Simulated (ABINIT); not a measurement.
GaP:

```
CELL_PARAMETERS angstrom
0.00000 2.72525 2.72525
2.72525 0.00000 2.72525
2.72525 2.72525 0.00000
ATOMIC_POSITIONS crystal
Ga 0.00000 0.00000 0.00000
P 0.75000 0.75000 0.75000
```

Base run:

| Property | Result |
| --- | --- |
| Program | ABINIT 10.8.3 (patched build) |
| Functional | AM05 |
| Potentials or basis | JTH PAW PBE v2.0 |
| Cutoff | 544 eV |
| k mesh | 8 × 8 × 8 |
| Occupations | fermi-dirac, width 0.05 eV |
| Spin | no spin polarisation |

Its results: band gap on the k mesh 1.60 eV, indirect (least direct gap 1.82 eV); pressure -0.2 GPa.

Task: The run is repeated on the same cell with these changes: functional from AM05 to rPW86PBE. What comes out?

Result: Band gap on the k mesh 1.66 eV, indirect (least direct gap 1.73 eV); pressure 5.0 GPa.

Caveats: the PAW data sets were made with another functional, which shifts forces and pressure a little.
